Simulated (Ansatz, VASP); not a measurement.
**InAs: programs and potentials compared**

The starting cell:

```
In As
1.0
     0.00000    3.01800    3.01800
     3.01800    0.00000    3.01800
     3.01800    3.01800    0.00000
In As
1 1
Direct
  0.00000 0.00000 0.00000
  0.75000 0.75000 0.75000
```

Alike in all runs: task relaxation of cell and atoms; functional PBE; k mesh 6 × 6 × 6; occupations fermi-dirac, width 0.05 eV; spin-orbit coupling, no magnetisation; with spin-orbit coupling.

```tsv
program and potentials	plane-wave cutoff (eV)	notes	equilibrium volume (Å³/atom)
Ansatz, Ansatz PAW	420	14 valence electrons an atom on average	29.60
Ansatz, all-electron LAPW, relativistic spinors	-	-	29.61
VASP, PBE PAW files As, In_d, 600 eV	600	9 valence electrons an atom on average	29.64
```

The equilibrium volume spans 29.60 (Ansatz, Ansatz PAW) to 29.64 Å³/atom (VASP, PBE PAW files As, In_d, 600 eV), with all-electron results at 29.61. Relaxations stop with a little pressure left, so the last digit of a volume isn't settled.

Differences between rows come from potentials, basis sets and numerical settings, since the functional is the same but for its coding. Runs on potential files found faulty are left out.
